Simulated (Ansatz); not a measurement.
## Pd: equation of state with PBEsol

The system is Pd.

```
CELL_PARAMETERS angstrom
0.00000 1.94650 1.94650
1.94650 0.00000 1.94650
1.94650 1.94650 0.00000
ATOMIC_POSITIONS crystal
Pd 0.00000 0.00000 0.00000
```

| Item | Value |
| --- | --- |
| Program | Ansatz 0.2.0 |
| Task | equation of state |
| Functional | PBEsol |
| Potentials or basis | PseudoDojo PBEsol stringent |
| Cutoff | 1116 eV |
| Density cutoff | 4463 eV |
| k mesh | 12 × 12 × 12 |
| Occupations | fermi-dirac, width 0.05 eV |
| Spin | no spin polarisation |

```json
{
 "Equilibrium volume": "14.53 Å³/atom",
 "Bulk modulus": "207 GPa",
 "Pressure derivative of the bulk modulus": "5.6"
}
```

Energy against volume, from the lowest point:
```
volume (Å³/atom)  energy (meV/atom)
          13.865              21.45
          14.160               6.15
          14.455               0.00
          14.750               1.86
          15.045              10.72
          15.340              25.68
          15.635              45.97
```

All runs of the series together: 15 s on 2 threads of Arm Neoverse V1, with other jobs on the host.
